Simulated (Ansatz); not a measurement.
**PbF2 (Fluorocronite) under changes of volume**

One of the cells (17.354 Å³/atom); the others are scaled copies at fixed shape and fractional positions:

```
CELL_PARAMETERS angstrom
0.00000 2.96366 2.96366
2.96366 0.00000 2.96366
2.96366 2.96366 0.00000
ATOMIC_POSITIONS crystal
Pb 0.00000 0.00000 0.00000
F 0.75000 0.75000 0.75000
F 0.25000 0.25000 0.25000
```

* Program: Ansatz 0.2.0
* Functional: PBEsol
* Potentials or basis: all-electron LAPW, scalar-relativistic
* Cutoff: 260 eV (chosen from the basis error)
* Basis error allowed: 0.001 eV/atom
* k mesh: 8 × 8 × 8
* Occupations: fermi-dirac, width 0.05 eV
* Spin: no spin polarisation

| volume (Å³/atom) | energy over the lowest point (meV/atom) | pressure (GPa) | gap on the mesh (eV) |
| --- | --- | --- | --- |
| 16.313 | 9.43 | 4.1 | 4.28 |
| 16.660 | 2.77 | 2.1 | 4.29 |
| 17.007 | 0.00 | 0.4 | 4.30 |
| 17.354 | ? | ? | ? |
| 17.701 | 4.51 | -2.4 | 4.31 |
| 18.048 | 11.04 | -3.6 | 4.31 |
| 18.395 | 20.01 | -4.7 | 4.30 |

**Question.** What does the run at 17.354 Å³/atom give?

**Answer.** Energy over the lowest point 0.71 meV/atom; pressure -1.1 GPa; gap on the mesh 4.30 eV.

Worked out: A Birch-Murnaghan fit of order 3 (a polynomial in V^(-2/3)) to the other rows has its minimum at 17.10 Å³/atom with B0 = V·E''(V) = 76 GPa and B' = 4.8. It gives 0.71 meV/atom at 17.354 Å³/atom, against the run's 0.71, and -dE/dV = -1.1 GPa, against -1.1. A parabola through the other rows of the gap, of slope 0.184 eV per unit of ln V there, gives 4.31 eV, against the run's 4.30.

Energies are extrapolated to zero smearing.

Caveats: spin-orbit coupling is left out, which as a rule narrows the gap of such compounds by several tenths of an eV.

A mesh can miss the band edges.

The runs don't all hold the same shells in valence.
